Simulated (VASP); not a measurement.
Write the native input for VASP 6.6.1 that does the following.

| Item | Value |
| --- | --- |
| Task | single point |
| Functional | PBE |
| Potentials or basis | VASP PAW PBE potentials, release 64 (Tl_d, Br) |
| Cutoff | 520 eV |
| k mesh | 5 × 5 × 5 |
| Occupations | fermi-dirac, width 0.1 eV |
| Spin | no spin polarisation |
| Dipole correction | no |
| Further INCAR settings | ALGO = Fast; EDIFF = 1e-06; NBANDS = 17 |

The structure of TlBr lies in POSCAR:

```
TlBr
1.0
    4.0518158908      0.0000000000      0.0000000000
    0.0000000000      4.0518158908      0.0000000000
    0.0000000000      0.0000000000      4.0518158908
Tl Br
1 1
Direct
    0.0000000000      0.0000000000      0.0000000000
    0.5000000000      0.5000000000      0.5000000000
```

The input as run:

INCAR

```
SYSTEM = TlBr
PREC     = Accurate       ! precision mode
ENCUT    = 520            ! plane-wave cutoff, eV
EDIFF    = 1E-6           ! SCF threshold, eV
ISMEAR   = -1             ! smearing method
SIGMA    = 0.1            ! smearing width, eV
LREAL    = .False.        ! projectors in reciprocal space
LASPH    = .True.         ! aspherical terms in the spheres
NELM     = 100            ! most SCF steps
ALGO     = Fast           ! electronic algorithm
ISIF     = 2              ! what is computed and relaxed
LWAVE    = .False.        ! write WAVECAR
LCHARG   = .False.        ! write CHGCAR
GGA      = PE             ! functional
NBANDS   = 17             ! bands
```

KPOINTS

```
Automatic mesh
0
Gamma
  5 5 5
  0 0 0
```

Potentials or basis: VASP PAW PBE potentials, release 64 (Tl_d, Br).

Run with:

```bash
$ cat potpaw_PBE.64/Tl_d/POTCAR potpaw_PBE.64/Br/POTCAR > POTCAR
$ mpirun -np 1 vasp_std > vasp.out
```

It gave:

| Property | Result |
| --- | --- |
| Pressure | 0.0 GPa |
| Band gap on the k mesh | 2.64 eV, indirect (least direct gap 2.68 eV) |

Caveat: spin-orbit coupling is left out, which as a rule narrows the gap of such compounds by several tenths of an eV; an odd mesh through Γ misses points on the zone boundary, where band edges often lie.

It took 8.2 s on 1 thread of Intel(R) Xeon(R) Platinum 8488C (Sapphire Rapids), on a shared host, peak memory 0.16 GiB.
